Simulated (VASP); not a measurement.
# BAs (F-43m) in VASP: further runs

The runs below take BAs through single point, with PBE.

Everything below comes from runs of VASP 6.6.1. Logs are shortened: lines on timing, memory, paths and dates and some standing lists are left out, and cuts for length are marked.

## 1. The undisturbed crystal

Symmetry: F-43m, No. 216, cubic system. The conventional cell has a = 4.777 Å, b = 4.777 Å, c = 4.777 Å, α = 90.00°, β = 90.00°, γ = 90.00°. Around B (site symmetry -43m) lie 4 As at 2.07 Å. Around As (site symmetry -43m) lie 4 B at 2.07 Å.

## 2. Single point, PBE (a relaxed cell with its volume scaled by 1.03)

INCAR

```
SYSTEM = BAs
PREC = Accurate
ENCUT = 520
EDIFF = 1E-7
ISMEAR = 0
SIGMA = 0.02
LREAL = .False.
LASPH = .True.
NELM = 80
ALGO = Normal
ISIF = 2
LWAVE = .False.
LCHARG = .False.
GGA = PE
NBANDS = 11
```

KPOINTS

```
regular mesh
0
Gamma
  2 2 2
  0 0 0
```

POSCAR

```
BAs                                     
1.0
    0.0000000000      2.5021702748      2.5021702748
    2.5021702748      0.0000000000      2.5021702748
    2.5021702748      2.5021702748      0.0000000000
  B               As            
     1     1
Direct
     0.0000000000000000    0.0000000000000000    0.0000000000000000
     0.2500000000000000    0.2500000000000000    0.2500000000000000
```

Potentials or basis: VASP PAW PBE potentials, release 64 (B, As).

On the command line:

```bash
$ cat potpaw_PBE.64/B/POTCAR potpaw_PBE.64/As/POTCAR > POTCAR
$ mpirun -np 1 vasp_std > vasp.out
```

OUTCAR:

```text
SYSTEM = BAs
   PREC = Accurate
   ENCUT = 520
   EDIFF = 1E-7
   ISMEAR = 0
   LREAL = .False.
   LASPH = .True.
   NELM = 80
   ISIF = 2
   GGA = PE

 ion  position               nearest neighbor table
   1  0.000  0.000  0.000-   2 2.17   2 2.17   2 2.17   2 2.17
   2  0.250  0.250  0.250-   1 2.17   1 2.17   1 2.17   1 2.17

  LATTYP: Found a face centered cubic cell.
 ALAT       =     5.0043405496

  Lattice vectors:

 A1 = (   0.0000000000,   2.5021702748,   2.5021702748)
 A2 = (   2.5021702748,   0.0000000000,   2.5021702748)
 A3 = (   2.5021702748,   2.5021702748,   0.0000000000)

Analysis of symmetry for initial positions (statically):
=====================================================================
 Subroutine PRICEL returns:
 Original cell was already a primitive cell.

 Routine SETGRP: Setting up the symmetry group for a
 face centered cubic supercell.

 Subroutine GETGRP returns: Found 24 space group operations
 (whereof 24 operations were pure point group operations)
 out of a pool of 48 trial point group operations.

The static configuration has the point symmetry T_d .

Analysis of symmetry for dynamics (positions and initial velocities):
=====================================================================
 Subroutine PRICEL returns:
 Original cell was already a primitive cell.

 Routine SETGRP: Setting up the symmetry group for a
 face centered cubic supercell.

 Subroutine GETGRP returns: Found 24 space group operations
 (whereof 24 operations were pure point group operations)
 out of a pool of 48 trial point group operations.

The dynamic configuration has the point symmetry T_d .

 Subroutine INISYM returns: Found 24 space group operations
 (whereof 24 operations are pure point group operations),
 and found     1 'primitive' translations

----------------------------------------------------------------------------------------

                                     Primitive cell

  volume of cell :      31.3315

  direct lattice vectors                    reciprocal lattice vectors
     0.000000000  2.502170275  2.502170275    -0.199826529  0.199826529  0.199826529
     2.502170275  0.000000000  2.502170275     0.199826529 -0.199826529  0.199826529
     2.502170275  2.502170275  0.000000000     0.199826529  0.199826529 -0.199826529

  length of vectors
     3.538603138  3.538603138  3.538603138     0.346109700  0.346109700  0.346109700

  position of ions in fractional coordinates (direct lattice)
     0.000000000  0.000000000  0.000000000
     0.250000000  0.250000000  0.250000000
[... 65 lines left out ...]
   PSTRESS=    0.0 pullay stress
   NELECT =       8.0000    total number of electrons
   NUPDOWN=      -1.0000    fix difference up-down
   EMIN   =  10.00;   EMAX   =-10.00  energy-range for DOS
   EFERMI =   0.00;   METHOD = LEGACY
   ISMEAR =     0;   SIGMA  =   0.02  broadening in eV -4-tet -1-fermi 0-gaus
   EFERMI_NEDOS =   21; number of points for ismear=-14 and -15
   IALGO  =     38    algorithm
   IMIX   =      4    mixing-type and parameters
     AMIX     =   0.40;   BMIX     =  1.00
     AMIX_MAG =   1.60;   BMIX_MAG =  1.00
  volume/ion in A,a.u.               =      15.67       105.72
  Fermi-wavevector in a.u.,A,eV,Ry     =   1.038591  1.962653 14.676219  1.078672
  Thomas-Fermi vector in A             =   2.173082
   LORBIT       =      0    0 simple, 1 ext, 2 COOP (PROOUT), +10 PAW based schemes
   GGA     = PE    functional components
   LHFCALC =     F    Hartree Fock is set to
   AEXX    =    0.0000 exact exchange contribution
   IVDW    =     0    specifies the selected vdW correction
   LEPSILON=     F    determine dielectric tensor
   LRPA    =     F    only Hartree local field effects (RPA)
 non-spin polarized calculation
 Gauss-broadening in eV      SIGMA  =   0.02
  energy-cutoff  :      520.00
  volume of cell :       31.33
 maximum number of plane-waves:       869
 NGX is ok and might be reduce to    28
   NGX = 13   NGY = 13   NGZ = 13

 number of electron       8.0000000 magnetization

 Free energy of the ion-electron system (eV)
  ---------------------------------------------------
  ext. energy  EPLUGINS =         0.00000000
  ---------------------------------------------------
  free energy    TOTEN  =        -8.63997239 eV

  energy without entropy =       -8.63997239  energy(sigma->0) =       -8.63997239

 E-fermi :   5.1379     XC(G=0):  -9.8003

 val. band max:        4.9769280008   @ k =   0.0000   0.0000   0.0000
 cond. band min:       6.4559892064   @ k =   0.5000   0.5000   0.0000
 fundamental gap:      1.4790612057
 Fermi energy:         5.1378732437

 k-point     1 :       0.0000    0.0000    0.0000
  band No.  band energies     occupation
      1      -9.2941      2.00000
      2       4.9769      2.00000
      3       4.9769      2.00000
      4       4.9769      2.00000
      5       7.9921      0.00000
      6       7.9921      0.00000
      7       7.9921      0.00000
      8       8.0139      0.00000
      9      13.9310      0.00000
     10      17.2110      0.00000
     11      17.2110      0.00000
[... 15 lines left out ...]
 k-point     3 :       0.5000    0.5000    0.0000
  band No.  band energies     occupation
      1      -5.7889      2.00000
      2      -2.8565      2.00000
      3       1.3892      2.00000
      4       1.3892      2.00000
      5       6.4560      0.00000
      6       6.4577      0.00000
      7      15.0572      0.00000
      8      15.0572      0.00000
      9      16.7313      0.00000
     10      20.1362      0.00000
     11      21.5792      0.00000

------------------------ aborting loop because EDIFF is reached ----------------------------------------

  FORCE on cell =-STRESS in cart. coord.  units (eV):
  Direction    XX          YY          ZZ          XY          YZ          ZX
  --------------------------------------------------------------------------------------
  -------------------------------------------------------------------------------------
  Total       -0.6124569     -0.6124569     -0.6124569     -0.0000000     -0.0000000      0.0000000
  in kB      -31.3188284    -31.3188284    -31.3188284     -0.0000000     -0.0000000      0.0000000
  external PRESSURE =     -31.3188284 kB  Pullay stress =       0.0000000 kB

 VOLUME and BASIS-vectors are now :
 -----------------------------------------------------------------------------
  energy-cutoff  :      520.00
  volume of cell :       31.33
      direct lattice vectors                 reciprocal lattice vectors
     0.000000000  2.502170275  2.502170275    -0.199826529  0.199826529  0.199826529
     2.502170275  0.000000000  2.502170275     0.199826529 -0.199826529  0.199826529
     2.502170275  2.502170275  0.000000000     0.199826529  0.199826529 -0.199826529

 POSITION                                       TOTAL-FORCE (eV/Angst)
 -----------------------------------------------------------------------------------
      0.00000      0.00000      0.00000        -0.000000     -0.000000     -0.000000
      1.25109      1.25109      1.25109         0.000000      0.000000      0.000000
 -----------------------------------------------------------------------------------
    total drift:                                0.000000      0.000000      0.000000

  FREE ENERGIE OF THE ION-ELECTRON SYSTEM (eV)
  ---------------------------------------------------
  free  energy   TOTEN  =        -8.6399723879 eV

  energy  without entropy=       -8.6399723879  energy(sigma->0) =       -8.63997239
```

OSZICAR:

```text
N       E                     dE             d eps       ncg     rms          rms(c)
DAV:   1     0.109151663368E+02    0.10915E+02   -0.34789E+03    66   0.627E+02
DAV:   2    -0.864785642402E+01   -0.19563E+02   -0.17735E+02    96   0.871E+01
DAV:   3    -0.928034407442E+01   -0.63249E+00   -0.63218E+00    84   0.151E+01
DAV:   4    -0.928223959448E+01   -0.18955E-02   -0.18955E-02    72   0.932E-01
DAV:   5    -0.928224387230E+01   -0.42778E-05   -0.42777E-05    92   0.468E-02    0.476E+00
DAV:   6    -0.870274060042E+01    0.57950E+00   -0.21846E+00    66   0.527E+00    0.233E+00
DAV:   7    -0.864532867645E+01    0.57412E-01   -0.87429E-02    72   0.178E+00    0.119E+00
DAV:   8    -0.863778060393E+01    0.75481E-02   -0.47419E-02    66   0.119E+00    0.189E-01
DAV:   9    -0.863938140618E+01   -0.16008E-02   -0.19179E-03    75   0.213E-01    0.868E-02
DAV:  10    -0.863995966338E+01   -0.57826E-03   -0.66342E-04    66   0.157E-01    0.223E-02
DAV:  11    -0.863996980166E+01   -0.10138E-04   -0.14137E-05    78   0.254E-02    0.109E-02
DAV:  12    -0.863997235956E+01   -0.25579E-05   -0.49167E-06    69   0.136E-02    0.304E-03
DAV:  13    -0.863997238785E+01   -0.28291E-07   -0.63058E-08    84   0.181E-03
   1 F= -.86399724E+01 E0= -.86399724E+01  d E =-.317864E-30
```

Run time: 4 s. Hardware: 1 thread of Intel Xeon Platinum 8259CL at 2.50GHz (Skylake/Cascade Lake), shared host; peak memory 0.15 GiB.

What came out:

| Quantity | Value |
| --- | --- |
| Free energy | -8.6400 eV |
| Pressure | -3.1 GPa |
| Band gap on the k mesh | 1.48 eV, indirect (least direct gap 3.02 eV) |

Caveat: the k mesh is coarse (spacing up to 1.09 Å⁻¹), so the values aren't converged.

## 3. Single point, PBE (a relaxed cell with its volume scaled by 0.94)

INCAR is that of step 2.

KPOINTS is that of step 2.

POSCAR

```
BAs                                     
1.0
    0.0000000000      2.4270593889      2.4270593889
    2.4270593889      0.0000000000      2.4270593889
    2.4270593889      2.4270593889      0.0000000000
  B               As            
     1     1
Direct
     0.0000000000000000    0.0000000000000000    0.0000000000000000
     0.2500000000000000    0.2500000000000000    0.2500000000000000
```

Potentials or basis: VASP PAW PBE potentials, release 64 (B, As).

On the command line:

```bash
$ cat potpaw_PBE.64/B/POTCAR potpaw_PBE.64/As/POTCAR > POTCAR
$ mpirun -np 1 vasp_std > vasp.out
```

OUTCAR:

```text
SYSTEM = BAs
   PREC = Accurate
   ENCUT = 520
   EDIFF = 1E-7
   ISMEAR = 0
   LREAL = .False.
   LASPH = .True.
   NELM = 80
   ISIF = 2
   GGA = PE

 ion  position               nearest neighbor table
   1  0.000  0.000  0.000-   2 2.10   2 2.10   2 2.10   2 2.10
   2  0.250  0.250  0.250-   1 2.10   1 2.10   1 2.10   1 2.10

  LATTYP: Found a face centered cubic cell.
 ALAT       =     4.8541187778

  Lattice vectors:

 A1 = (   0.0000000000,   2.4270593889,   2.4270593889)
 A2 = (   2.4270593889,   0.0000000000,   2.4270593889)
 A3 = (   2.4270593889,   2.4270593889,   0.0000000000)

Analysis of symmetry for initial positions (statically):
=====================================================================
 Subroutine PRICEL returns:
 Original cell was already a primitive cell.

 Routine SETGRP: Setting up the symmetry group for a
 face centered cubic supercell.

 Subroutine GETGRP returns: Found 24 space group operations
 (whereof 24 operations were pure point group operations)
 out of a pool of 48 trial point group operations.

The static configuration has the point symmetry T_d .

Analysis of symmetry for dynamics (positions and initial velocities):
=====================================================================
 Subroutine PRICEL returns:
 Original cell was already a primitive cell.

 Routine SETGRP: Setting up the symmetry group for a
 face centered cubic supercell.

 Subroutine GETGRP returns: Found 24 space group operations
 (whereof 24 operations were pure point group operations)
 out of a pool of 48 trial point group operations.

The dynamic configuration has the point symmetry T_d .

 Subroutine INISYM returns: Found 24 space group operations
 (whereof 24 operations are pure point group operations),
 and found     1 'primitive' translations

----------------------------------------------------------------------------------------

                                     Primitive cell

[... 95 lines left out ...]
   AEXX    =    0.0000 exact exchange contribution
   IVDW    =     0    specifies the selected vdW correction
   LEPSILON=     F    determine dielectric tensor
   LRPA    =     F    only Hartree local field effects (RPA)
 non-spin polarized calculation
 Gauss-broadening in eV      SIGMA  =   0.02
  energy-cutoff  :      520.00
  volume of cell :       28.59
 maximum number of plane-waves:       778
 NGX is ok and might be reduce to    28
   NGX = 13   NGY = 13   NGZ = 13

 number of electron       8.0000000 magnetization

 Free energy of the ion-electron system (eV)
  ---------------------------------------------------
  ext. energy  EPLUGINS =         0.00000000
  ---------------------------------------------------
  free energy    TOTEN  =        -8.60597417 eV

  energy without entropy =       -8.60597417  energy(sigma->0) =       -8.60597417

 E-fermi :   6.1194     XC(G=0): -10.1959

 val. band max:        5.9288636687   @ k =   0.0000   0.0000   0.0000
 cond. band min:       7.2859862431   @ k =   0.5000   0.5000   0.0000
 fundamental gap:      1.3571225744
 Fermi energy:         6.1194495261

 k-point     1 :       0.0000    0.0000    0.0000
  band No.  band energies     occupation
      1      -9.1330      2.00000
      2       5.9289      2.00000
      3       5.9289      2.00000
      4       5.9289      2.00000
      5       9.0252      0.00000
      6       9.0252      0.00000
      7       9.0252      0.00000
      8      10.0474      0.00000
      9      15.2413      0.00000
     10      18.4907      0.00000
     11      18.4907      0.00000
[... 15 lines left out ...]
 k-point     3 :       0.5000    0.5000    0.0000
  band No.  band energies     occupation
      1      -5.1786      2.00000
      2      -2.3886      2.00000
      3       1.9711      2.00000
      4       1.9711      2.00000
      5       7.2860      0.00000
      6       7.3094      0.00000
      7      16.8351      0.00000
      8      16.8351      0.00000
      9      18.4461      0.00000
     10      22.4105      0.00000
     11      23.2416      0.00000

------------------------ aborting loop because EDIFF is reached ----------------------------------------

  FORCE on cell =-STRESS in cart. coord.  units (eV):
  Direction    XX          YY          ZZ          XY          YZ          ZX
  --------------------------------------------------------------------------------------
  -------------------------------------------------------------------------------------
  Total        1.4085070      1.4085070      1.4085070     -0.0000000     -0.0000000     -0.0000000
  in kB       78.9220577     78.9220577     78.9220577     -0.0000000     -0.0000000     -0.0000000
  external PRESSURE =      78.9220577 kB  Pullay stress =       0.0000000 kB

 VOLUME and BASIS-vectors are now :
 -----------------------------------------------------------------------------
  energy-cutoff  :      520.00
  volume of cell :       28.59
      direct lattice vectors                 reciprocal lattice vectors
     0.000000000  2.427059389  2.427059389    -0.206010616  0.206010616  0.206010616
     2.427059389  0.000000000  2.427059389     0.206010616 -0.206010616  0.206010616
     2.427059389  2.427059389  0.000000000     0.206010616  0.206010616 -0.206010616

 POSITION                                       TOTAL-FORCE (eV/Angst)
 -----------------------------------------------------------------------------------
      0.00000      0.00000      0.00000        -0.000000     -0.000000     -0.000000
      1.21353      1.21353      1.21353         0.000000      0.000000      0.000000
 -----------------------------------------------------------------------------------
    total drift:                               -0.000000     -0.000000     -0.000000

  FREE ENERGIE OF THE ION-ELECTRON SYSTEM (eV)
  ---------------------------------------------------
  free  energy   TOTEN  =        -8.6059741665 eV

  energy  without entropy=       -8.6059741665  energy(sigma->0) =       -8.60597417
```

OSZICAR:

```text
N       E                     dE             d eps       ncg     rms          rms(c)
DAV:   1     0.111033672658E+02    0.11103E+02   -0.34498E+03    66   0.612E+02
DAV:   2    -0.911621467150E+01   -0.20220E+02   -0.19029E+02    88   0.923E+01
DAV:   3    -0.948035208091E+01   -0.36414E+00   -0.36402E+00    84   0.125E+01
DAV:   4    -0.948100957865E+01   -0.65750E-03   -0.65746E-03    86   0.634E-01
DAV:   5    -0.948101057442E+01   -0.99576E-06   -0.99579E-06    81   0.212E-02    0.541E+00
DAV:   6    -0.869578223947E+01    0.78523E+00   -0.26031E+00    66   0.616E+00    0.256E+00
DAV:   7    -0.861476691979E+01    0.81015E-01   -0.13805E-01    75   0.209E+00    0.127E+00
DAV:   8    -0.860393244213E+01    0.10834E-01   -0.51572E-02    66   0.125E+00    0.216E-01
DAV:   9    -0.860550727976E+01   -0.15748E-02   -0.21560E-03    78   0.231E-01    0.916E-02
DAV:  10    -0.860596499962E+01   -0.45772E-03   -0.58171E-04    66   0.150E-01    0.242E-02
DAV:  11    -0.860597135693E+01   -0.63573E-05   -0.11109E-05    78   0.223E-02    0.120E-02
DAV:  12    -0.860597410945E+01   -0.27525E-05   -0.55702E-06    66   0.142E-02    0.326E-03
DAV:  13    -0.860597416646E+01   -0.57003E-07   -0.74187E-08    76   0.202E-03
   1 F= -.86059742E+01 E0= -.86059742E+01  d E =-.154635E-41
```

It took 3.7 s on 1 thread of Intel Xeon Platinum 8259CL at 2.50GHz (Skylake/Cascade Lake), shared host; peak memory 0.15 GiB.

What came out:

| Item | Value |
| --- | --- |
| Free energy | -8.6060 eV |
| Pressure | 7.9 GPa |
| Band gap on the k mesh | 1.36 eV, indirect (least direct gap 3.10 eV) |

Caveat: the k mesh is coarse (spacing up to 1.12 Å⁻¹), so the values aren't converged.

## 4. Single point, PBE (a relaxed cell with its volume scaled by 1.06)

INCAR is that of step 3.

KPOINTS is that of step 3.

POSCAR

```
BAs                                     
1.0
    0.0000000000      2.5262310803      2.5262310803
    2.5262310803      0.0000000000      2.5262310803
    2.5262310803      2.5262310803      0.0000000000
  B               As            
     1     1
Direct
     0.0000000000000000    0.0000000000000000    0.0000000000000000
     0.2500000000000000    0.2500000000000000    0.2500000000000000
```

On the command line:

```bash
$ cat potpaw_PBE.64/B/POTCAR potpaw_PBE.64/As/POTCAR > POTCAR
$ mpirun -np 1 vasp_std > vasp.out
```

Run time: 3.7 s. Hardware: 1 thread of Intel Xeon Platinum 8259CL at 2.50GHz (Skylake/Cascade Lake), shared host; peak memory 0.14 GiB.

It converged, with:

```
Free energy            : -8.6144 eV
Pressure               : -5.8 GPa
Band gap on the k mesh : 1.51 eV, indirect (least direct gap 2.71 eV)
```

Levels at points of the mesh, in eV from the valence-band top:
| k point | band 2 | band 3 | band 4 | band 5 | band 6 | band 7 |
| --- | --- | --- | --- | --- | --- | --- |
| (0.00, 0.00, 0.00) | 0.00 | 0.00 | 0.00 | 2.71 | 2.99 | 2.99 |
| (0.50, 0.00, 0.00) | -7.72 | -1.57 | -1.57 | 1.77 | 4.47 | 4.47 |
| (0.50, 0.50, 0.00) | -7.69 | -3.48 | -3.48 | 1.51 | 1.51 | 9.83 |

Caveat: the k mesh is coarse (spacing up to 1.08 Å⁻¹), so the values aren't converged. A k mesh can miss the band edges.

## 5. The runs side by side

| cell | gap on the mesh (eV) | pressure (GPa) |
| --- | --- | --- |
| a relaxed cell with its volume scaled by 1.03 | 1.48 | -3.1 |
| a relaxed cell with its volume scaled by 0.94 | 1.36 | 7.9 |
| a relaxed cell with its volume scaled by 1.06 | 1.51 | -5.8 |

Alike in all rows: task single point; level PBE; potentials or basis VASP PAW PBE potentials, release 64 (B, As); no spin polarisation; k mesh 2 × 2 × 2; cutoff (eV) 520; smearing gaussian 0.02 eV; the mesh is coarse, so values aren't converged.

Caveats: all runs use coarse meshes.

Absolute energies hang on the potentials; compare differences alone.
